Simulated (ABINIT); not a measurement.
# Ag (Fm-3m) in ABINIT: notebook

The runs below take Ag through band structure, with PW91, WC.

Program: ABINIT 10.8.3 (patched build). These are calculated values, not measurements. Logs are shortened: lines on timing, memory, paths and dates and some standing lists are left out, and cuts for length are marked. The log counts tension as positive stress, the text compression.

**1. The structure**

It takes space group Fm-3m (No. 225, cubic). Conventional cell: a = 4.085 Å, b = 4.085 Å, c = 4.085 Å, α = 90.00°, β = 90.00°, γ = 90.00°. Ag (site symmetry m-3m) has 12 Ag at 2.89 Å as nearest neighbours.

**2. Band structure, PW91**

Contents of run.abi:

```
# Datasets: ground state, then fixed potential
ndtset 2

# Pseudopotentials
pp_dirpath "./"
pseudos "Ag.GGA_PBE-JTH.xml"

# Structure
acell 5.4592009917 5.4592009917 5.4592009917
rprim
     0.0000000000     0.7071067812     0.7071067812
     0.7071067812     0.0000000000     0.7071067812
     0.7071067812     0.7071067812     0.0000000000
ntypat 1
znucl 47
natom 1
typat 1
xcart
     0.0000000000     0.0000000000     0.0000000000

# Plane-wave basis
ecut 544.227725 eV
pawecutdg 40.0
pawxcdev 0

# Exchange and correlation
ixc -109134

# Bands and occupations
occopt 3
tsmear 0.00183747

# SCF cycle
nstep 100

# Output
iomode 3
prtwf 0
prteig 0
prtebands 0
enunit 1
prtden1 1
prtvha1 1
prtvclmb1 1
prtpot1 1

# Dataset 1
kptopt1 1
ngkpt1 11 11 11
nshiftk1 1
shiftk1 0.0 0.0 0.0
nband1 10
tolvrs1 1.0e-9

# Dataset 2: bands along G-X-W-K-G-L-U-W-L-K
iscf2 -2
getden2 1
nband2 16
nbdbuf2 4
tolwfr2 1.0e-11
kptopt2 -9
ndivsm2 8
prteig2 1
prtvol2 -3
kptbounds2
     0.0000000000     0.0000000000     0.0000000000
     0.5000000000     0.0000000000     0.5000000000
     0.5000000000     0.2500000000     0.7500000000
     0.3750000000     0.3750000000     0.7500000000
     0.0000000000     0.0000000000     0.0000000000
     0.5000000000     0.5000000000     0.5000000000
     0.6250000000     0.2500000000     0.6250000000
     0.5000000000     0.2500000000     0.7500000000
     0.5000000000     0.5000000000     0.5000000000
     0.3750000000     0.3750000000     0.7500000000
```

Potentials or basis: JTH PAW PBE v2.0.

Launch:

```console
$ abinit run.abi > log 2>&1
```

run.abo:

```text
.Version 10.8.3 of ABINIT
 DATASET    1 : space group Fm -3 m (#225); Bravais cF (face-center cubic)
================================================================================
 Values of the parameters that define the memory need for DATASET  1.
     intxc =       0    ionmov =       0      iscf =      17    lmnmax =      18
     lnmax =       6     mgfft =      24  mpssoang =       3    mqgrid =    3001
     natom =       1  nloc_mem =       2    nspden =       1   nspinor =       1
    nsppol =       1      nsym =      48    n1xccc =       1    ntypat =       1
    occopt =       3   xclevel =       2
       mpw =         516          nfft =       13824          nkpt =          56
 PAW method is used; the additional fine FFT grid is defined by:
   mgfftf=        32    nfftf =     32768
================================================================================
================================================================================

 DATASET    2 : space group Fm -3 m (#225); Bravais cF (face-center cubic)
================================================================================
 Values of the parameters that define the memory need for DATASET  2.
     intxc =       0    ionmov =       0      iscf =      -2    lmnmax =      18
     lnmax =       6     mgfft =      24  mpssoang =       3    mqgrid =    3001
     natom =       1  nloc_mem =       2    nspden =       1   nspinor =       1
    nsppol =       1      nsym =      48    n1xccc =       1    ntypat =       1
    occopt =       3   xclevel =       2
       mpw =         531          nfft =       13824          nkpt =         139
 PAW method is used; the additional fine FFT grid is defined by:
   mgfftf=        32    nfftf =     32768
================================================================================
================================================================================

--------------------------------------------------------------------------------
------------- Echo of variables that govern the present computation ------------
--------------------------------------------------------------------------------
 -outvars: echo values of preprocessed input variables --------
            acell      5.4592009917E+00  5.4592009917E+00  5.4592009917E+00 Bohr
              amu      1.07868200E+02
             ecut      2.00000000E+01 Hartree
           enunit           1
           getden1          0
           getden2          1
             iscf1         17
             iscf2         -2
              ixc     -109134
           jdtset        1    2
           kptopt1          1
           kptopt2         -9
         kptrlatt       11    0    0      0   11    0      0    0   11
          kptrlen1     6.00512109E+01
          kptrlen2     3.00000000E+01
            natom           1
            nband1         10
            nband2         16
           nbdbuf1          0
           nbdbuf2          4
           ndtset           2
           ndivsm1          0
           ndivsm2          8
            ngfft          24      24      24
          ngfftdg          32      32      32
             nkpt1         56
             nkpt2        139
            nstep         100
             nsym          48
           ntypat           1
           occopt           3
        pawecutdg      4.00000000E+01 Hartree
         pawxcdev           0
        prtebands           0
           prteig1          0
           prteig2          1
           prtpot1          1
           prtpot2          0
[... 217 lines left out ...]
 R(1)=  0.0000000  3.8602380  3.8602380  G(1)= -0.1295257  0.1295257  0.1295257
 R(2)=  3.8602380  0.0000000  3.8602380  G(2)=  0.1295257 -0.1295257  0.1295257
 R(3)=  3.8602380  3.8602380  0.0000000  G(3)=  0.1295257  0.1295257 -0.1295257
 Unit cell volume ucvol=  1.1504619E+02 bohr^3
 Angles (23,13,12)=  6.00000000E+01  6.00000000E+01  6.00000000E+01 degrees

 Coarse grid specifications (used for wave-functions):

 getcut: wavevector=  0.0000  0.0000  0.0000  ngfft=  24  24  24
         ecut(hartree)=     20.000   => boxcut(ratio)=   2.18375

 Fine grid specifications (used for densities):

 getcut: wavevector=  0.0000  0.0000  0.0000  ngfft=  32  32  32
         ecut(hartree)=     40.000   => boxcut(ratio)=   2.05886
--------------------------------------------------------------------------------

================================================================================
 Non-SCF case, kpt    1 (  0.00000  0.00000  0.00000), residuals and eigenvalues=
  4.29E-13  6.68E-12  4.95E-12  2.04E-12  8.42E-13  1.72E-12  8.20E-12  1.53E-12
  2.54E-12  2.35E-12  7.02E-12  8.60E-12  1.38E-10  4.16E-10  3.24E-12  2.62E-11
 -1.4620E-01 -3.8087E-02 -3.8087E-02 -3.8087E-02 -1.6551E-04 -1.6551E-04
  7.5580E-01  8.7884E-01  8.7884E-01  8.7884E-01  1.0423E+00  1.0773E+00
  1.0773E+00  1.0773E+00  1.2398E+00  1.2398E+00
 Non-SCF case, kpt    2 (  0.02174  0.00000  0.02174), residuals and eigenvalues=
  7.26E-13  2.59E-12  3.32E-13  5.47E-13  3.75E-12  2.99E-12  9.41E-13  8.94E-12
  1.56E-12  2.99E-12  2.90E-12  3.58E-12  7.28E-12  2.62E-12  6.31E-06  2.64E-12
 -1.4547E-01 -3.8374E-02 -3.7821E-02 -3.7821E-02 -4.5604E-04 -4.1490E-05
  7.5589E-01  8.7515E-01  8.7641E-01  8.7641E-01  1.0474E+00  1.0770E+00
[... 809 lines left out ...]
  3.0654E-01  4.3214E-01  6.3627E-01  7.6245E-01  1.0872E+00  1.1691E+00
  1.1792E+00  1.3863E+00  1.4016E+00  1.4919E+00
 Non-SCF case, kpt  138 (  0.38393  0.38393  0.73214), residuals and eigenvalues=
  2.44E-12  2.75E-12  8.91E-13  3.24E-12  9.48E-13  1.05E-12  1.67E-12  5.27E-12
  3.35E-12  3.87E-12  5.82E-12  6.26E-12  5.88E-12  7.81E-11  1.79E-10  2.53E-07
 -8.0066E-02 -6.2861E-02 -1.5749E-02  5.3474E-03  2.5263E-02  3.0235E-01
  3.1731E-01  4.1089E-01  6.2359E-01  7.6330E-01  1.0605E+00  1.1813E+00
  1.1995E+00  1.3900E+00  1.4135E+00  1.5292E+00
 Non-SCF case, kpt  139 (  0.37500  0.37500  0.75000), residuals and eigenvalues=
  1.57E-12  7.97E-12  7.60E-12  3.54E-12  7.24E-12  5.09E-13  7.62E-12  4.08E-13
  1.47E-12  7.86E-12  5.51E-13  2.62E-12  3.30E-12  1.09E-09  2.27E-08  3.66E-05
 -8.1957E-02 -6.6298E-02 -1.1459E-02  8.0353E-03  2.6398E-02  2.9758E-01
  3.3323E-01  4.0181E-01  6.1253E-01  7.6397E-01  1.0340E+00  1.1912E+00
  1.2184E+00  1.3982E+00  1.4281E+00  1.5525E+00

--- !ResultsGS
iteration_state: {dtset: 2, }
comment   : Summary of ground state results
lattice_vectors:
- [  0.0000000,   3.8602380,   3.8602380, ]
- [  3.8602380,   0.0000000,   3.8602380, ]
- [  3.8602380,   3.8602380,   0.0000000, ]
lattice_lengths: [   5.45920,    5.45920,    5.45920, ]
lattice_angles: [ 60.000,  60.000,  60.000, ] # degrees, (23, 13, 12)
lattice_volume:   1.1504619E+02
convergence: {deltae:  0.000E+00, res2:  0.000E+00, residm:  9.963E-12, diffor:  0.000E+00, }
etotal    :  -3.82649119E+01
entropy   :   0.00000000E+00
fermie    :   1.48928719E-01
cartesian_stress_tensor: null
pressure_GPa: null
xred      :
- [  0.0000E+00,   0.0000E+00,   0.0000E+00, Ag]
cartesian_forces: null
force_length_stats: {min: null, max: null, mean: null, }
...

 Integrated electronic density in atomic spheres:
 ------------------------------------------------
 Atom  Sphere_radius  Integrated_density
    1        2.51516          9.83135362

================================================================================

 ----iterations are completed or convergence reached----

 Mean square residual over all n,k,spin=   31.000E-13; max=  99.631E-13
 reduced coordinates (array xred) for    1 atoms
       0.000000000000      0.000000000000      0.000000000000

 cartesian coordinates (angstrom) at end:
    1      0.00000000000000     0.00000000000000     0.00000000000000
 length scales=  5.459200991700  5.459200991700  5.459200991700 bohr
              =  2.888884752587  2.888884752587  2.888884752587 angstroms
 Eigenvalues (   eV  ) for nkpt= 139  k points:
 kpt#   1, nband= 16, wtk=  1.00000, kpt=  0.0000  0.0000  0.0000 (reduced coord)
  -3.97841   -1.03639   -1.03639   -1.03639   -0.00450   -0.00450   20.56649   23.91447
  23.91447   23.91447   28.36347   29.31411   29.31411   29.31411   33.73641   33.73641
 kpt#   2, nband= 16, wtk=  1.00000, kpt=  0.0217  0.0000  0.0217 (reduced coord)
  -3.95848   -1.04421   -1.02916   -1.02916   -0.01241   -0.00113   20.56882   23.81413
  23.84828   23.84828   28.50213   29.30791   29.30791   29.35247   33.44654   33.84541
 kpt#   3, nband= 16, wtk=  1.00000, kpt=  0.0435  0.0000  0.0435 (reduced coord)
  -3.89894   -1.06744   -1.00750   -1.00750   -0.03573    0.00894   20.57572   23.54837
  23.65327   23.65327   28.87009   29.30237   29.30237   29.46740   32.72706   34.15575
 kpt#   4, nband= 16, wtk=  1.00000, kpt=  0.0652  0.0000  0.0652 (reduced coord)
  -3.80064   -1.10549   -0.97156   -0.97156   -0.07319    0.02555   20.58697   23.18684
  23.34025   23.34025   29.32556   29.32556   29.32801   29.65838   31.86873   34.62837
 kpt#   5, nband= 16, wtk=  1.00000, kpt=  0.0870  0.0000  0.0870 (reduced coord)
  -3.66513   -1.15738   -0.92160   -0.92160   -0.12264    0.04843   20.60221   22.78669
  22.92655   22.92655   29.40215   29.40215   29.47915   29.92457   31.33394   35.22093
 kpt#   6, nband= 16, wtk=  1.00000, kpt=  0.1087  0.0000  0.1087 (reduced coord)
  -3.49497   -1.22181   -0.85802   -0.85802   -0.18059    0.07720   20.62096   22.38223
[... 386 lines left out ...]
  -2.03600   -1.45432   -0.67111   -0.20268    0.67768    7.02889    7.97727   13.38210
  18.11339   20.68144   30.51168   30.97500   31.54667   37.75182   37.77259   38.27327
 kpt# 136, nband= 16, wtk=  1.00000, kpt=  0.4018  0.4018  0.6964 (reduced coord)
  -2.07308   -1.52351   -0.63151   -0.07283    0.67071    7.52047    8.14950   12.52388
  17.69742   20.71780   30.26484   31.42293   31.58495   37.71563   37.90312   39.45421
 kpt# 137, nband= 16, wtk=  1.00000, kpt=  0.3929  0.3929  0.7143 (reduced coord)
  -2.12415   -1.61366   -0.54151    0.04599    0.67253    7.97560    8.34145   11.75917
  17.31380   20.74729   29.58451   31.81403   32.08674   37.72355   38.13965   40.59760
 kpt# 138, nband= 16, wtk=  1.00000, kpt=  0.3839  0.3839  0.7321 (reduced coord)
  -2.17871   -1.71053   -0.42856    0.14551    0.68743    8.22724    8.63439   11.18095
  16.96863   20.77049   28.85708   32.14355   32.63935   37.82464   38.46257   41.61300
 kpt# 139, nband= 16, wtk=  1.00000, kpt=  0.3750  0.3750  0.7500 (reduced coord)
  -2.23017   -1.80406   -0.31183    0.21865    0.71834    8.09748    9.06761   10.93391
  16.66783   20.78858   28.13659   32.41388   33.15430   38.04767   38.86061   42.24456

== END DATASET(S) ==============================================================
================================================================================

 -outvars: echo values of variables after computation  --------
            acell      5.4592009917E+00  5.4592009917E+00  5.4592009917E+00 Bohr
           etotal1    -3.8264911878E+01
            fcart1    -0.0000000000E+00 -0.0000000000E+00 -0.0000000000E+00
            rprim      0.0000000000E+00  7.0710678120E-01  7.0710678120E-01
                       7.0710678120E-01  0.0000000000E+00  7.0710678120E-01
                       7.0710678120E-01  7.0710678120E-01  0.0000000000E+00
           strten1    -1.4605433331E-04 -1.4605433331E-04 -1.4605433331E-04
                       0.0000000000E+00  0.0000000000E+00  0.0000000000E+00
 Calculation completed.
```

Wall time 22 s (1 thread of Arm Neoverse V1, shared host); peak memory 0.11 GiB.

Results:

```yaml
Free_energy: -1041.2413 eV
Pressure: 4.3 GPa
Band_gap_on_the_k_mesh: none (metal or under the smearing width)
Valence_electrons_inside_the_program's_atomic_spheres: Ag 9.83 (radii [1.331] Å)
```

Levels at the corners of the path, in eV from the Fermi level:
```tsv
point	band 3	band 4	band 5	band 6	band 7	band 8
Γ	-5.09	-5.09	-4.06	-4.06	16.51	19.86
X	-3.29	-3.05	-3.05	1.37	6.45	10.53
W	-5.35	-4.05	-3.05	5.71	5.71	6.74
K	-4.36	-3.83	-3.33	4.04	5.02	6.88
Γ	-5.09	-5.09	-4.06	-4.06	16.51	19.86
L	-5.11	-3.26	-3.26	-0.63	3.31	15.61
U	-4.36	-3.83	-3.33	4.04	5.02	6.88
W	-5.35	-4.05	-3.05	5.71	5.71	6.74
L	-5.11	-3.26	-3.26	-0.63	3.31	15.61
K	-4.36	-3.83	-3.33	4.04	5.02	6.88
```

Caveat: the PAW data sets were made with another functional, which shifts forces and pressure a little.

**3. Band structure, WC**

Changes to run.abi since step 2:

```diff
@@ -26,3 +26,3 @@
 # Exchange and correlation
-ixc -109134
+ixc 23
```

Potentials or basis: JTH PAW PBE v2.0.

Launch:

```console
$ abinit run.abi > log 2>&1
```

It took 20 s on 1 thread of Arm Neoverse V1, shared host; peak memory 0.11 GiB.

Results (log left out):

```yaml
Free_energy: -1040.8416 eV
Pressure: -2.2 GPa
Band_gap_on_the_k_mesh: none (metal or under the smearing width)
Valence_electrons_inside_the_program's_atomic_spheres: Ag 9.82 (radii [1.331] Å)
```

Levels at the corners of the path, in eV from the Fermi level:
```tsv
point	band 3	band 4	band 5	band 6	band 7	band 8
Γ	-5.00	-5.00	-3.96	-3.96	16.48	19.85
X	-3.19	-2.95	-2.95	1.35	6.48	10.52
W	-5.28	-3.95	-2.95	5.71	5.71	6.75
K	-4.29	-3.74	-3.23	4.04	5.02	6.90
Γ	-5.00	-5.00	-3.96	-3.96	16.48	19.85
L	-5.02	-3.16	-3.16	-0.66	3.34	15.58
U	-4.29	-3.74	-3.23	4.04	5.02	6.90
W	-5.28	-3.95	-2.95	5.71	5.71	6.75
L	-5.02	-3.16	-3.16	-0.66	3.34	15.58
K	-4.29	-3.74	-3.23	4.04	5.02	6.90
```

Caveat: the PAW data sets were made with another functional, which shifts forces and pressure a little.
